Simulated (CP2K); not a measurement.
Crystal: Zn.

```
Zn
1.0
     2.67000    0.00000    0.00000
    -1.33500    2.31229    0.00000
     0.00000    0.00000    4.96600
Zn
2
Direct
  0.66667 0.33333 0.75000
  0.33333 0.66667 0.25000
```

```yaml
Program: CP2K 2026.2
Task: relaxation of cell and atoms
Functional: PBEsol
Potentials_or_basis: POTENTIAL_UZH Zn GTH-PBE-q12; TZVP-MOLOPT-PBE-GTH basis
Density_cutoff: 6123 eV
k_mesh: 9 × 9 × 4
Occupations: fermi-dirac, width 0.01 eV
Spin: no spin polarisation
```

At the start: pressure -5.5 GPa; volume 15.33 Å³/atom.

Problem. How do energy, volume and symmetry change on relaxing?

Solution. Over 13 steps the energy falls by 36.3 meV/atom and the volume is 14.77 Å³/atom (-3.7 %); space group P6_3/mmc (No. 194, to 0.05 Å).

The path:
```tsv
step	energy change (eV)	largest force (eV/Å)	volume (Å³)
1	0.0000	0.0000	30.54
2	-0.0271	0.0000	27.76
3	-0.0375	0.0000	28.79
4	-0.0381	0.0000	28.60
5	-0.0382	0.0000	28.60
6	-0.0475	0.0000	28.77
7	-0.0589	0.0000	28.76
8	-0.0706	0.0000	29.29
9	-0.0725	0.0000	29.53
10	-0.0726	0.0000	29.52
11	-0.0726	0.0000	29.53
12	-0.0726	0.0000	29.54
13	-0.0726	0.0000	29.54
```

Final structure:
```xyz
2
Lattice="2.5569 0.0000 0.0000 -1.2785 2.2144 0.0000 0.0000 0.0000 5.2171" Properties=species:S:1:pos:R:3 pbc="T T T"
Zn    1.2785    0.7381    3.9128
Zn    0.0000    1.4763    1.3043
```

Caveat: the printed path begins after the first move; the potentials were made for another functional, which shifts forces and pressure; the basis of atomic orbitals isn't converged, which shifts pressures, moduli and gaps.
